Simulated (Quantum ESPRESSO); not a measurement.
SnTe under changes of volume

One of the cells (29.767 Å³/atom); the others are scaled copies at fixed shape and fractional positions:

```
CELL_PARAMETERS angstrom
3.90470 0.00000 0.00000
0.00000 3.90470 0.00000
0.00000 0.00000 3.90470
ATOMIC_POSITIONS crystal
Te 0.50000 0.50000 0.50000
Sn 0.00000 0.00000 0.00000
```

Measurements of this composition are mostly on another form, of space group No. 225.

| Quantity | Value |
| --- | --- |
| Program | Quantum ESPRESSO 7.5 |
| Functional | PBE |
| Potentials or basis | SSSP 1.3 efficiency PBE |
| Cutoff | 816 eV |
| Density cutoff | 6531 eV |
| k mesh | 7 × 7 × 7 |
| Occupations | fermi-dirac, width 0.05 eV |
| Spin | no spin polarisation |

| volume (Å³/atom) | energy over the lowest point (meV/atom) | pressure (GPa) |
| --- | --- | --- |
| 27.981 | 2.37 | 1.3 |
| 28.576 | 0.00 | 0.3 |
| 29.172 | 0.83 | -0.5 |
| 29.767 | 4.35 | -1.2 |
| 30.362 | 10.23 | -1.8 |
| 30.958 | ? | ? |
| 31.553 | 27.48 | -2.7 |

Problem. What does the run at 30.958 Å³/atom give?

Solution. Energy over the lowest point 18.08 meV/atom; pressure -2.3 GPa.

Worked out: A Birch-Murnaghan fit of order 3 (a polynomial in V^(-2/3)) to the other rows has its minimum at 28.71 Å³/atom with B0 = V·E''(V) = 40 GPa and B' = 6.7. It gives 18.04 meV/atom at 30.958 Å³/atom, against the run's 18.08, and -dE/dV = -2.3 GPa, against -2.3.

Energies are extrapolated to zero smearing.
